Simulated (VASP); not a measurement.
# BaO (Fm-3m) in VASP: single point with PBE0

Aim: the single point of BaO with PBE0.

Program: VASP 6.6.1. These are calculated values, not measurements. Logs are shortened: lines on timing, memory, paths and dates and some standing lists are left out, and cuts for length are marked.

## (1) The crystal as given

Symmetry: Fm-3m, No. 225, cubic system. The conventional cell has a = 5.532 Å, b = 5.532 Å, c = 5.532 Å, α = 90.00°, β = 90.00°, γ = 90.00°. Ba (site symmetry m-3m) is surrounded by 6 O at 2.77 Å. O (site symmetry m-3m) has 6 Ba at 2.77 Å as nearest neighbours.

The cell is a database's computed one.

## (2) Single point, PBE0

POSCAR reads:

```
BaO
1.0
    0.0000000000      2.7658300000      2.7658300000
    2.7658300000      0.0000000000      2.7658300000
    2.7658300000      2.7658300000      0.0000000000
Ba O
1 1
Direct
    0.0000000000      0.0000000000      0.0000000000
    0.5000000000      0.5000000000      0.5000000000
```

INCAR.step1 reads:

```
ALGO = Normal
EDIFF = 1E-5
ENCUT = 520
GGA = PE
ISIF = 2
ISMEAR = 0
LASPH = T
LREAL = F
LWAVE = T
NELM = 100
PREC = Accurate
SIGMA = 0.02
```

INCAR.step2 reads:

```
AEXX = 0.25
ALGO = Normal
EDIFF = 1E-6
ENCUT = 520
GGA = PE
HFRCUT = -1
ISIF = 2
ISMEAR = 0
ISTART = 1
LASPH = T
LCHARG = T
LELF = T
LHFCALC = T
LREAL = F
LVHAR = T
LWAVE = F
NELM = 100
PREC = Accurate
PRECFOCK = Fast
SIGMA = 0.02
```

KPOINTS reads:

```
k-points
0
Gamma
  6 6 6
```

Potentials or basis: VASP PAW PBE potentials, release 64 (Ba_sv, O).

The run is started by

```bash
> cat potpaw_PBE.64/Ba_sv/POTCAR potpaw_PBE.64/O/POTCAR > POTCAR
> cp INCAR.step1 INCAR
> mpirun -np 1 vasp_std > vasp.out
> cp INCAR.step2 INCAR
> mpirun -np 1 vasp_std > vasp.out
```

OUTCAR:

```text
AEXX = 0.25
   EDIFF = 1E-6
   ENCUT = 520
   GGA = PE
   ISIF = 2
   ISMEAR = 0
   ISTART = 1
   LASPH = T
   LHFCALC = T
   LREAL = F
   NELM = 100
   PREC = Accurate
   PRECFOCK = Fast

 ion  position               nearest neighbor table
   1  0.000  0.000  0.000-   2 2.77   2 2.77   2 2.77   2 2.77   2 2.77   2 2.77
   2  0.500  0.500  0.500-   1 2.77   1 2.77   1 2.77   1 2.77   1 2.77   1 2.77

  LATTYP: Found a face centered cubic cell.
 ALAT       =     5.5316600000

  Lattice vectors:

 A1 = (   0.0000000000,   2.7658300000,   2.7658300000)
 A2 = (   2.7658300000,   0.0000000000,   2.7658300000)
 A3 = (   2.7658300000,   2.7658300000,   0.0000000000)

Analysis of symmetry for initial positions (statically):
=====================================================================
 Subroutine PRICEL returns:
 Original cell was already a primitive cell.

 Routine SETGRP: Setting up the symmetry group for a
 face centered cubic supercell.

 Subroutine GETGRP returns: Found 48 space group operations
 (whereof 48 operations were pure point group operations)
 out of a pool of 48 trial point group operations.

The static configuration has the point symmetry O_h .

Analysis of symmetry for dynamics (positions and initial velocities):
=====================================================================
 Subroutine PRICEL returns:
 Original cell was already a primitive cell.

 Routine SETGRP: Setting up the symmetry group for a
 face centered cubic supercell.

 Subroutine GETGRP returns: Found 48 space group operations
 (whereof 48 operations were pure point group operations)
 out of a pool of 48 trial point group operations.

The dynamic configuration has the point symmetry O_h .

 Subroutine INISYM returns: Found 48 space group operations
 (whereof 48 operations are pure point group operations),
 and found     1 'primitive' translations

----------------------------------------------------------------------------------------

                                     Primitive cell

  volume of cell :      42.3162

  direct lattice vectors                    reciprocal lattice vectors
     0.000000000  2.765830000  2.765830000    -0.180777560  0.180777560  0.180777560
     2.765830000  0.000000000  2.765830000     0.180777560 -0.180777560  0.180777560
     2.765830000  2.765830000  0.000000000     0.180777560  0.180777560 -0.180777560

  length of vectors
     3.911474297  3.911474297  3.911474297     0.313115920  0.313115920  0.313115920

  position of ions in fractional coordinates (direct lattice)
     0.000000000  0.000000000  0.000000000
     0.500000000  0.500000000  0.500000000

  ion indices of the primitive-cell ions
   primitive index   ion index
                 1           1
                 2           2

----------------------------------------------------------------------------------------

 KPOINTS: k-points

Automatic generation of k-mesh.
 Grid dimensions read from file:
 generate k-points for:    6    6    6

 Generating k-lattice:

  Cartesian coordinates                     Fractional coordinates (reciprocal lattice)
    -0.030129593  0.030129593  0.030129593     0.166666667  0.000000000  0.000000000
     0.030129593 -0.030129593  0.030129593     0.000000000  0.166666667  0.000000000
     0.030129593  0.030129593 -0.030129593     0.000000000  0.000000000  0.166666667

  Length of vectors
     0.052185987  0.052185987  0.052185987

  Shift w.r.t. Gamma in fractional coordinates (k-lattice)
     0.000000000  0.000000000  0.000000000

 Subroutine IBZKPT returns following result:
 ===========================================

 Found     16 irreducible k-points:

 Following reciprocal coordinates:
            Coordinates               Weight
  0.000000  0.000000  0.000000      1.000000
  0.166667  0.000000  0.000000      8.000000
  0.333333  0.000000  0.000000      8.000000
  0.500000  0.000000  0.000000      4.000000
  0.166667  0.166667  0.000000      6.000000
  0.333333  0.166667  0.000000     24.000000
[... 8 lines left out ...]
 -0.333333  0.333333  0.166667     24.000000
 -0.333333  0.500000  0.166667     12.000000
   k-points           NKPTS =     16   k-points in BZ     NKDIM =    216   number of bands    NBANDS=     12
   number of dos      NEDOS =    301   number of ions     NIONS =      2
   total plane-waves  NPLWV =  27000
   dimension x,y,z NGX =    30 NGY =   30 NGZ =   30
   dimension x,y,z NGXF=    60 NGYF=   60 NGZF=   60
   ions per type =               1   1
   NGX,Y,Z   is equivalent  to a cutoff of  12.75, 12.75, 12.75 a.u.
   NGXF,Y,Z  is equivalent  to a cutoff of  25.50, 25.50, 25.50 a.u.
 SYSTEM =  unknown system
   PREC   = accura    normal or accurate (medium, high low for compatibility)
   ISTART =      1    job   : 0-new  1-cont  2-samecut
   ICHARG =      0    charge: 1-file 2-atom 10-const
   ISPIN  =      1    spin polarized calculation?
   LNONCOLLINEAR =      F non collinear calculations
   LSORBIT =      F    spin-orbit coupling
   LASPH  =      T    aspherical Exc in radial PAW
   ENCUT  =  520.0 eV  38.22 Ry    6.18 a.u.   7.27  7.27  7.27*2*pi/ulx,y,z
   NELM   =    100;   NELMIN=  2; NELMDL=  0     # of ELM steps
   EDIFF  = 0.1E-05   stopping-criterion for ELM
   LREAL  =      F    real-space projection
   EDIFFG = 0.1E-04   stopping-criterion for IOM
   NSW    =      0    number of steps for IOM
   IBRION =     -1    ionic relax: 0-MD 1-quasi-New 2-CG
   NFREE  =      0    steps in history (QN), initial steepest desc. (CG)
   ISIF   =      2    stress and relaxation
   ISYM   =      3    0-nonsym 1-usesym 2-fastsym
   POTIM  = 0.5000    time-step for ionic-motion
   TEBEG  =    0.0;   TEEND  =   0.0 temperature during run
   PSTRESS=    0.0 pullay stress
   NELECT =      16.0000    total number of electrons
   NUPDOWN=      -1.0000    fix difference up-down
   EMIN   =  10.00;   EMAX   =-10.00  energy-range for DOS
   EFERMI =   0.00;   METHOD = LEGACY
   ISMEAR =     0;   SIGMA  =   0.02  broadening in eV -4-tet -1-fermi 0-gaus
   EFERMI_NEDOS =   21; number of points for ismear=-14 and -15
   IALGO  =     38    algorithm
   IMIX   =      1    mixing-type and parameters
     AMIX     =   0.40;   BMIX     =  1.00
     AMIX_MAG =   1.60;   BMIX_MAG =  1.00
  volume/ion in A,a.u.               =      21.16       142.78
  Fermi-wavevector in a.u.,A,eV,Ry     =   1.183803  2.237063 19.067054  1.401389
  Thomas-Fermi vector in A             =   2.320030
   LORBIT       =      0    0 simple, 1 ext, 2 COOP (PROOUT), +10 PAW based schemes
   GGA     = PE    functional components
   LHFCALC =     T    Hartree Fock is set to
   PRECFOCK=fast      Normal, Fast or Accurate (Low or Medium for compatibility)
   ENCUT4O =  -1.0   cutoff for four orbital integrals eV
   NKREDX  =     1    reduce k-point grid by
   NKREDY  =     1    reduce k-point grid by
   NKREDZ  =     1    reduce k-point grid by
   AEXX    =    0.2500 exact exchange contribution
   HFSCREEN=    0.0000 screening length (either q_TF or 0.3 A-1)
   HFSCREENC=   0.0000 screening length for correlation (either q_TF or 0.3 A-1)
   ENCUTFOCK=  -1.0 apply spherical cutoff to Coloumb kernel
   IVDW    =     0    specifies the selected vdW correction
   LEPSILON=     F    determine dielectric tensor
   LRPA    =     F    only Hartree local field effects (RPA)
 non-spin polarized calculation
 Gauss-broadening in eV      SIGMA  =   0.02
  energy-cutoff  :      520.00
  volume of cell :       42.32
 maximum number of plane-waves:      1158
 NGX is ok and might be reduce to    30
  NGX = 18; NGY = 18; NGZ = 18

 number of electron      15.9999998 magnetization

 Free energy of the ion-electron system (eV)
  ---------------------------------------------------
  ext. energy  EPLUGINS =         0.00000000
  ---------------------------------------------------
  free energy    TOTEN  =       -14.44259370 eV

  energy without entropy =      -14.44259370  energy(sigma->0) =      -14.44259370

 E-fermi :   0.7285     XC(G=0):  -7.5893

 val. band max:        0.5661091656   @ k =   0.5000   0.5000   0.0000
 cond. band min:       4.5286636515   @ k =   0.5000   0.5000   0.0000
 fundamental gap:      3.9625544859
 Fermi energy:         0.7284560251

 k-point     1 :       0.0000    0.0000    0.0000
  band No.  band energies     occupation
      1     -26.8686      2.00000
      2     -15.9862      2.00000
      3     -10.2550      2.00000
      4     -10.2550      2.00000
      5     -10.2550      2.00000
      6       0.1650      2.00000
      7       0.1650      2.00000
      8       0.1650      2.00000
      9       6.1634      0.00000
     10       7.4259      0.00000
     11       7.4259      0.00000
     12       7.4259      0.00000

 k-point     2 :       0.1667    0.0000    0.0000
  band No.  band energies     occupation
      1     -26.7971      2.00000
      2     -16.1640      2.00000
      3     -10.3325      2.00000
      4     -10.2856      2.00000
      5     -10.2856      2.00000
      6      -0.3828      2.00000
      7      -0.1911      2.00000
      8      -0.1911      2.00000
      9       7.0885      0.00000
     10       7.4340      0.00000
     11       7.9643      0.00000
     12       7.9643      0.00000

 k-point     3 :       0.3333    0.0000    0.0000
  band No.  band energies     occupation
      1     -26.6493      2.00000
      2     -16.5253      2.00000
      3     -10.4748      2.00000
      4     -10.3445      2.00000
      5     -10.3445      2.00000
      6      -1.2236      2.00000
      7      -0.8001      2.00000
      8      -0.8001      2.00000
      9       7.3461      0.00000
     10       9.2730      0.00000
     11       9.2730      0.00000
     12       9.6707      0.00000
[... 166 lines left out ...]
 k-point    15 :      -0.3333    0.3333    0.1667
  band No.  band energies     occupation
      1     -26.5109      2.00000
      2     -16.4668      2.00000
      3     -11.1971      2.00000
      4     -11.1911      2.00000
      5     -10.3632      2.00000
      6      -1.0076      2.00000
      7      -0.0452      2.00000
      8      -0.0197      2.00000
      9       7.4718      0.00000
     10       7.7263      0.00000
     11      10.2593      0.00000
     12      11.5511      0.00000

 k-point    16 :      -0.3333    0.5000    0.1667
  band No.  band energies     occupation
      1     -26.4919      2.00000
      2     -16.3314      2.00000
      3     -11.6666      2.00000
      4     -11.1729      2.00000
      5     -10.4862      2.00000
      6      -0.6087      2.00000
      7       0.3140      2.00000
      8       0.4386      2.00000
      9       5.8941      0.00000
     10       9.0053      0.00000
     11       9.5371      0.00000
     12      12.6169      0.00000

------------------------ aborting loop because EDIFF is reached ----------------------------------------

  FORCE on cell =-STRESS in cart. coord.  units (eV):
  Direction    XX          YY          ZZ          XY          YZ          ZX
  --------------------------------------------------------------------------------------
  -------------------------------------------------------------------------------------
  Total        0.4214954      0.4214954      0.4214954     -0.0000000     -0.0000000      0.0000000
  in kB       15.9586813     15.9586813     15.9586813     -0.0000000     -0.0000000      0.0000000
  external PRESSURE =      15.9586813 kB  Pullay stress =       0.0000000 kB

 VOLUME and BASIS-vectors are now :
 -----------------------------------------------------------------------------
  energy-cutoff  :      520.00
  volume of cell :       42.32
      direct lattice vectors                 reciprocal lattice vectors
     0.000000000  2.765830000  2.765830000    -0.180777560  0.180777560  0.180777560
     2.765830000  0.000000000  2.765830000     0.180777560 -0.180777560  0.180777560
     2.765830000  2.765830000  0.000000000     0.180777560  0.180777560 -0.180777560

 POSITION                                       TOTAL-FORCE (eV/Angst)
 -----------------------------------------------------------------------------------
      0.00000      0.00000      0.00000        -0.000000     -0.000000     -0.000000
      2.76583      2.76583      2.76583         0.000000      0.000000      0.000000
 -----------------------------------------------------------------------------------
    total drift:                               -0.000000     -0.000000      0.000000

  FREE ENERGIE OF THE ION-ELECTRON SYSTEM (eV)
  ---------------------------------------------------
  free  energy   TOTEN  =       -14.4425936980 eV

  energy  without entropy=      -14.4425936980  energy(sigma->0) =      -14.44259370
```

It took 14 min on 1 thread of Intel Xeon Platinum 8559C (Emerald Rapids), shared host; peak memory 0.19 GiB.

Results:

* Free energy: -14.4426 eV
* Pressure: 1.6 GPa
* Band gap on the k mesh: 3.96 eV, direct

Levels at points of the mesh, in eV from the valence-band top:
| k point | band 6 | band 7 | band 8 | band 9 | band 10 | band 11 |
| --- | --- | --- | --- | --- | --- | --- |
| (0.00, 0.00, 0.00) | -0.40 | -0.40 | -0.40 | 5.60 | 6.86 | 6.86 |
| (0.50, 0.00, 0.00) | -2.14 | -1.63 | -1.63 | 7.12 | 9.54 | 9.54 |
| (0.50, 0.50, 0.00) | -0.19 | -0.19 | 0.00 | 3.96 | 8.24 | 11.30 |

Caveat: the PAW data sets were made with another functional, which shifts forces and pressure a little; spin-orbit coupling is left out, which moves the levels of the heavy elements. A k mesh can miss the band edges.
